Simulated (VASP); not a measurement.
## GePt: relaxation of cell and atoms with PBE

GePt:

```xyz
2
Lattice="3.0005 0.0000 0.0000 0.0000 3.0005 0.0000 0.0000 0.0000 3.9368" Properties=species:S:1:pos:R:3 pbc="T T T"
Ge    0.0000    0.0000    1.9684
Pt    1.5002    1.5002    0.0000
```

The cell was built by a generator and needn't be a form met in nature.

```yaml
Program: VASP 6.6.1
Task: relaxation of cell and atoms
Functional: PBE
Potentials_or_basis: VASP PAW PBE potentials, release 64 (Ge_d, Pt)
Cutoff: 520 eV
k_mesh: 7 × 7 × 5
Occupations: gaussian, width 0.15 eV
Spin: no spin polarisation
Further_INCAR_settings: PREC = Normal; ALGO = Fast; EDIFF = 0.0001; IBRION = 2; EDIFFG = -0.08; NSW = 24; ISIF = 3
```

```json
{
  "Relaxed volume": "16.09 Å³/atom",
  "Relaxed cell": "a = 3.174 Å, b = 3.174 Å, c = 3.193 Å, α = 90.00°, β = 90.00°, γ = 90.00°",
  "Space group after relaxing (to 0.05 Å)": "Pm-3m (No. 221)",
  "Energy gained by relaxing": "130.3 meV/atom",
  "Ionic steps": "11",
  "Pressure after relaxing": "0.0 GPa",
  "Band gap on the k mesh": "none (metal or under the smearing width)"
}
```

Stress tensor (GPa, compression positive):
```
 0.20  0.00  0.00
 0.00  0.20  0.00
 0.00  0.00 -0.28
```

The path:
| step | energy change (eV) | largest force (eV/Å) | pressure (GPa) | volume (Å³) |
| --- | --- | --- | --- | --- |
| 1 | 0.0000 | 0.0000 | -8.58 | 35.44 |
| 2 | -0.0324 | 0.0000 | 11.02 | 30.78 |
| 3 | -0.0833 | 0.0000 | 0.56 | 32.76 |
| 4 | -0.0831 | 0.0000 | 1.38 | 32.59 |
| 5 | -0.1298 | 0.0000 | 1.73 | 32.53 |
| 6 | -0.2410 | 0.0000 | 2.42 | 32.14 |
| 7 | -0.0956 | 0.0000 | 13.15 | 30.26 |
| 8 | -0.2549 | 0.0000 | 2.04 | 31.76 |
| 9 | -0.2487 | 0.0000 | -2.49 | 33.45 |
| 10 | -0.2615 | 0.0000 | -0.83 | 32.34 |
| 11 | -0.2607 | 0.0000 | 0.04 | 32.18 |

Final structure:
```
Ge Pt
1.0
     3.17436    0.00000    0.00000
     0.00000    3.17436    0.00000
     0.00000    0.00000    3.19341
Ge Pt
1 1
Direct
  0.00000 0.00000 0.50000
  0.50000 0.50000 0.00000
```

Levels at points of the mesh, in eV from the Fermi level:
```csv
k point,band 8,band 9,band 10,band 11,band 12,band 13,band 14,band 15,band 16
"(0.00, 0.00, 0.00)",-4.68,-2.17,-2.17,-2.15,1.82,1.97,1.97,4.57,10.07
```

Wall time 40 s on 1 thread of AMD EPYC 9R45 (Zen 5) (shared host), peak memory 0.1 GiB.

Spin-orbit coupling is left out, which matters for the levels of Pt.
